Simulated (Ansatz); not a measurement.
# Rb: the cost of one run

Method: DFT PBE, scalar-relativistic, plane waves, PAW, in Ansatz 0.2.0.

### 1 Starting point

Symmetry: I4_1/amd, No. 141, tetragonal system. The conventional cell has a = 7.733 Å, b = 7.733 Å, c = 7.723 Å, α = 90.00°, β = 90.00°, γ = 90.00°. Rb (site symmetry -4m2) has 4 Rb at 4.32 Å as nearest neighbours.

Structure file:

```cif
data_structure
_symmetry_space_group_name_H-M 'I4_1/amd:1'
_symmetry_Int_Tables_number 141
_cell_length_a 7.7329
_cell_length_b 7.7329
_cell_length_c 7.7229
_cell_angle_alpha 90.000
_cell_angle_beta 90.000
_cell_angle_gamma 90.000
_cell_volume 461.82
loop_
_atom_site_label
_atom_site_type_symbol
_atom_site_symmetry_multiplicity
_atom_site_Wyckoff_symbol
_atom_site_fract_x
_atom_site_fract_y
_atom_site_fract_z
_atom_site_occupancy
Rb1 Rb 4 b 0.00000 0.50000 0.75000 1
```

### 2 Rough relaxation on the coarse mesh

Contents of input.yaml:

```yaml
crystal:
  lattice:
    - [0.0, 5.4665521216, 5.4694894099]
    - [3.8614693114, 0.0, 5.4694894099]
    - [3.8614693114, 5.4665521216, 0.0]
  atoms:
    - { symbol: Rb, position: [0.5, 0.5, 0.5] }
    - { symbol: Rb, position: [0.75, 0.75, 0.75] }
basis:
  ecutwfc: 420
kpoints:
  mp_grid: { grid: [4, 4, 4] }
hamiltonian:
  xc: pbe
scf:
  occupations: { method: gaussian, width: 0.1 }
  lower_state_search: "off"
output:
  forces: true
  stress: true
  eigenvalues: true
relax:
  adjacent_minimum: "off"
  f_tol: 0.04
  max_steps: 70
  cell: { stress_tol: 0.4 }
```

Q: Estimate wall time and peak memory on 1 thread of an x86-64 CPU, shared host.

About 7.4 s, with a peak of 0.48 GiB.
